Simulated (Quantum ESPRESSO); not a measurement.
# Sb under changes of volume

One of the cells (31.554 Å³/atom); the others are scaled copies at fixed shape and fractional positions:

```
Sb
1.0
     3.16000    0.00000    0.00000
     0.00000    3.16000    0.00000
     0.00000    0.00000    3.16000
Sb
1
Cartesian
  0.0000 0.0000 0.0000
```

This isn't the form of Sb at room conditions, which is rhombohedral.

```yaml
Program: Quantum ESPRESSO 7.5
Functional: LDA
Potentials_or_basis: GBRV 1.5 LDA
Cutoff: 612 eV
Density_cutoff: 4898 eV
k_mesh: 8 × 8 × 8
Occupations: fermi-dirac, width 0.05 eV
Spin: no spin polarisation
```

| volume (Å³/atom) | energy over the lowest point (meV/atom) | pressure (GPa) |
| --- | --- | --- |
| 29.661 | 0.00 | -3.0 |
| 30.292 | 12.88 | -4.1 |
| 30.923 | 29.97 | -5.0 |
| 31.554 | 50.66 | -5.9 |
| 32.186 | 74.50 | -6.6 |
| 32.817 | 101.09 | -7.3 |
| 33.448 | ? | ? |

What does the run at 33.448 Å³/atom give?

Energy over the lowest point 130.15 meV/atom; pressure -7.8 GPa.

Worked out: A Birch-Murnaghan fit of order 3 (a polynomial in V^(-2/3)) to the other rows has no minimum within the range. It gives 130.00 meV/atom at 33.448 Å³/atom, against the run's 130.15, and -dE/dV = -7.6 GPa, against -7.8.

Energies are extrapolated to zero smearing.
